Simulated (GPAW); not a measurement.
A run of GPAW 26.7.0:

Contents of run.py:

```python
import numpy as np
from ase import Atoms
from ase.dft.bandgap import bandgap
from ase.io import write
from ase.units import GPa
from gpaw import GPAW, PW
from gpaw.spinorbit import soc_eigenstates

atoms = Atoms(['Pb', 'Te'],
              cell=[[0.0, 3.231, 3.231],
                    [3.231, 0.0, 3.231],
                    [3.231, 3.231, 0.0]],
              scaled_positions=[[0.0, 0.0, 0.0],
                                [0.5, 0.5, 0.5]],
              pbc=True)

calc = GPAW(mode=PW(600),
            xc='LDA',
            kpts={'size': (6, 6, 6), 'gamma': True},
            occupations={'name': 'fermi-dirac', 'width': 0.05},
            nbands=19,
            convergence={'density': 1e-05, 'energy': 1e-05},
            maxiter=150,
            txt='gpaw.txt')
atoms.calc = calc
energy = atoms.get_potential_energy()
forces = atoms.get_forces()
stress = atoms.get_stress()
calc.write('gs.gpw')
write('result.traj', atoms)
print(f'Energy: {energy:.6f} eV')
print('Forces (eV/A):')
print(forces.round(4))
print('Stress (GPa):', (stress / GPa).round(3))
print('Fermi level:', round(calc.get_fermi_level(), 4), 'eV')
print(f'Gap: {bandgap(calc)[0]:.4f} eV, direct: {bandgap(calc, direct=True)[0]:.4f} eV')

path = atoms.cell.bandpath('GXWKGLUWLK,UX', npoints=100, eps=1e-4)
bs_calc = calc.fixed_density(kpts=path, symmetry='off', nbands=32,
                             convergence={'bands': 'CBM+6.0', 'eigenstates': 1e-6}, txt='bands.txt')
bs = bs_calc.band_structure()
bs.write('bs.json')
print(f'Gap on the path: {bandgap(bs_calc)[0]:.4f} eV')

soc = soc_eigenstates(bs_calc, theta=0, phi=0)
np.savetxt('soc_bands.dat', soc.eigenvalues(), fmt='%.4f')
mesh = soc_eigenstates('gs.gpw', theta=0, phi=0)
np.savetxt('soc_mesh.dat', mesh.eigenvalues(), fmt='%.4f')
print('Fermi level with spin-orbit coupling:', round(mesh.fermi_level, 4), 'eV')
```

Potentials or basis: the program's PAW data sets (release 1.2.1) made for this functional, pw.

Command:

```console
$ OMP_NUM_THREADS=1 python run.py
```

Hardware: 1 thread of AMD EPYC 7B13 (Zen 3), on a shared host.

Q: How long does it take, and how much memory?

A: It took 74 s on 1 thread of AMD EPYC 7B13 (Zen 3), with other jobs on the host, peak memory 0.38 GiB. Counts: scf iterations 15, plane waves 2285, bands 19, k points 16.
